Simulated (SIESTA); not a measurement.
Nb in SIESTA: convergence with basis size

Nb:

```xyz
1
Lattice="-1.6548 1.6619 1.6631 1.6119 -1.6698 1.6281 1.7028 1.7178 -1.6710" Properties=species:S:1:pos:R:3 pbc="T T T"
Nb    0.0014    0.0170   -0.0261
```

The cell isn't the ideal one: cell strained at random at fixed volume.

```yaml
Program: SIESTA 5.4.2
Task: single point
Functional: PBE
Potentials_or_basis: PseudoDojo 0.4 standard (PBE files)
Basis: SZ (energy shift 0.003 Ry)
Grid_cutoff: 800 Ry
Energy_shift: 0.003 Ry
k_mesh: 8 × 8 × 8
Occupations: fermi-dirac, width 0.05 eV
Spin: no spin polarisation
```

These are the settings of the first run; the series varies basis size, with any setting tied to it.

Hardware: 1 thread of Intel(R) Xeon(R) 6975P-C (Granite Rapids), on a shared host.

```
basis size  energy less the tightest run, at zero smearing (meV/atom)  pressure (GPa)  SCF cycles  CPU time (s)  peak memory (GiB)
        SZ                                                     661.00           -3.39           6            12               0.25
       SZP                                                     282.86            0.65           7            25               0.28
        DZ                                                      90.95           -1.30           7            20               0.26
       DZP                                                      56.98           -0.90           7            35                0.3
      DZDP                                                      33.40           -0.89           7            51               0.32
       TZP                                                      19.09           -1.73           8            59               0.33
      TZDP                                                       3.93           -1.63           9            84               0.35
      TZTP                                                       0.00           -1.76           9           100               0.38
```

Not settled before the last step: the energy (to 1 meV/atom), the pressure (to 0.1 GPa). The tightest run that finished is the yardstick and may itself not be fully converged.

Caveat, for the tightest run too: the basis of atomic orbitals isn't converged, which shifts pressures, moduli and gaps.
